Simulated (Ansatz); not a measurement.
The calculation used DFT PBE, scalar-relativistic, plane waves, PAW (Ansatz). Settings: cutoff 420 eV, Γ-centred meshes spaced at most about 0.3 Å⁻¹, and about 0.25 Å⁻¹ or finer for metals (2π included), Gaussian smearing. No spin polarisation.

Temperature and zero-point effects are left out.

Two relaxed structures of Mg₃Se₄:

A. Space group C2/m (No. 12), monoclinic, a = 15.027 Å, b = 3.226 Å, c = 7.215 Å, β = 116.1°. Around Mg on a site of symmetry 2/m lie 6 Se at 2.72–2.79 Å, 2 Mg at 3.23 Å and 2 Mg at 3.46 Å; Mg on a site of symmetry m has 6 Se at 2.69–2.86 Å, 2 Mg at 3.23 Å and 3 Mg at 3.46–3.62 Å; Se on its first site is surrounded by 5 Mg at 2.72–2.86 Å; around Se on its second site lie 4 Mg at 2.69–2.79 Å and 2 Se at 3.23 Å.

B. Space group Cmmm (No. 65), orthorhombic, a = 8.771 Å, b = 11.047 Å, c = 3.264 Å. Around Mg on a site of symmetry 2/m lie 6 Se at 2.73–2.76 Å and 2 Mg at 3.26 Å; Mg on a site of symmetry mmm is surrounded by 6 Se at 2.72 Å; Se on a site of symmetry 2mm is surrounded by 4 Mg at 2.72–2.76 Å; Se on a site of symmetry m2m has 5 Mg at 2.72–2.73 Å.

Problem. Which is lower in energy, and by how much?

Solution. A is lower, by 37 meV/atom. A has space group C2/m (No. 12), 22.4 Å³/atom and no gap on its mesh; B has space group Cmmm (No. 65), 22.6 Å³/atom and no gap. Both come from invented guesses. The lowest form computed isn't among them: it has space group P-3m1 (No. 164), 22.7 Å³/atom and lies 140 meV/atom below the best shown.

Cells relaxed within their symmetry can be saddle points. Some candidate types were left out of the draw beforehand, so a known form may be missing.
